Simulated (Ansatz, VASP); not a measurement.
MnO: VASP beside Ansatz

```xyz
2
Lattice="2.9106 -1.6819 0.0000 2.9106 1.6819 0.0000 -1.9441 0.0000 2.7529" Properties=species:S:1:pos:R:3 pbc="T T T"
Mn    1.9384    0.0000    1.3783
O     3.8801    0.0000    0.6864
```

Change from the starting cell: volume scaled by 0.94.

Alike in both runs: task single point; functional PBE; k mesh 9 × 9 × 9; occupations fermi-dirac, width 0.05 eV; collinear spin, ferromagnetic start.

```csv
,VASP,Ansatz
version,VASP 6.6.1,Ansatz 0.2.0
potentials or method,"VASP PAW PBE potentials, release 64 (Mn_pv, O)",Ansatz PAW
plane-wave cutoff (eV),520,420
valence electrons in the cell,19,21
```

Ansatz gave:

* gap on the k mesh at the Fermi level (eV): none
* pressure (GPa): 3.0
* largest component of the traceless stress (GPa): 0.13
* net moment per atom (μB): 2.49
* size of the moment on the site where the two differ most (μB): 3.95

Problem. What did VASP give for the same quantities?

Solution. gap on the k mesh at the Fermi level (eV): none; pressure (GPa): 3.4; largest component of the traceless stress (GPa): 0.13; net moment per atom (μB): 2.49; size of the moment on the site where the two differ most (μB): 4.41.

Site moments also hang on the region over which each program counts them. A gap of «none» marks a metal or a gap that the smearing closes. The two sets of potentials don't hold the same shells in valence.

Caveats: a cell with one magnetic atom can't hold antiferromagnetic order, which such compounds often take; semilocal functionals often make such compounds metallic where correlation or magnetic order opens a gap, which also shifts bond lengths; the pressure holds a Pulay correction of +0.5 GPa for the finite cutoff (Ansatz).
